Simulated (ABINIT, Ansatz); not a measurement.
This is a calculation of InPd for ABINIT 10.8.3 (patched build). Atoms were shifted at random by some hundredths of an Å from the given cell, which wasn't relaxed again for these runs. The cell comes from a database or a generator and needn't be the stable form of this composition.

File run.abi:

```
# Pseudopotentials
pp_dirpath "./"
pseudos "In.GGA_PBE-JTH.xml, Pd.GGA_PBE-JTH.xml"

# Structure
acell 3*1.0 Angstrom
rprim
     0.0000000000     2.7460700000     2.7460700000
     2.7460700000     0.0000000000     2.7460700000
     2.7460700000     2.7460700000     0.0000000000
ntypat 2
znucl 49 46
natom 2
typat 1 2
xcart
    -0.0297014931    -0.0346773720    -0.0201781224
     2.7650810426     2.7715645139     2.7582762812 Angstrom
chkprim 0
chksymtnons 0
tolsym 1.0e-6

# Plane-wave basis
ecut 22.0
pawecutdg 44.0
pawxcdev 0

# k points
kptopt 1
ngkpt 8 8 8
nshiftk 1
shiftk 0.0 0.0 0.0

# Exchange and correlation
ixc 11

# Bands and occupations
nband 20
occopt 3
tsmear 0.00183747

# SCF cycle
nstep 100
tolvrs 1.0e-9

# Output
iomode 3
prtwf 0
prtden 0
prteig 0
prtebands 0
```

Potentials or basis: JTH PAW PBE v2.0.

Run with:

```bash
$ abinit run.abi > log 2>&1
```

Set up the same calculation for Ansatz 0.2.0. Potentials or basis there: Ansatz PAW, cutoff 420 eV.

As run (cutoffs and basis follow the program's own potentials, and thresholds, step limits or extra output files can differ):

input.yaml

```yaml
crystal:
  lattice:
    - [0.0, 2.74607, 2.74607]
    - [2.74607, 0.0, 2.74607]
    - [2.74607, 2.74607, 0.0]
  atoms:
    - { symbol: In, position: [-0.00458, -0.002768, -0.008048] }
    - { symbol: Pd, position: [0.503403, 0.501042, 0.505881] }
hamiltonian:
  xc: pbe
  pseudopotentials: { kind: paw }
kpoints:
  mp_grid: { grid: [8, 8, 8] }
scf:
  occupations: { method: fermi_dirac, width: 0.05 }
output:
  forces: true
  stress: true
  eigenvalues: true
```

Potentials or basis: Ansatz PAW.

Launch:

```sh
$ ansatz run input.yaml --threads 1 --pin off --max-ram 3584MiB --backend cpu --events-out ev --progress --plain --runs-dir out
```

Both were run:

|  | ABINIT | Ansatz |
| --- | --- | --- |
| Pressure | 0.4 GPa | 0.5 GPa |
| Largest force | 0.385 eV/Å | 0.388 eV/Å |
| Energy over the undisturbed cell | 8.1 meV/atom | 8.1 meV/atom |

Ansatz's pressure holds a Pulay term of +0.07 GPa for its cutoff of 420 eV, which the other run lacks.

Where Ansatz's input types no cutoff or centring, it takes its own default and a Γ-centred mesh.

Pressure is positive in compression.
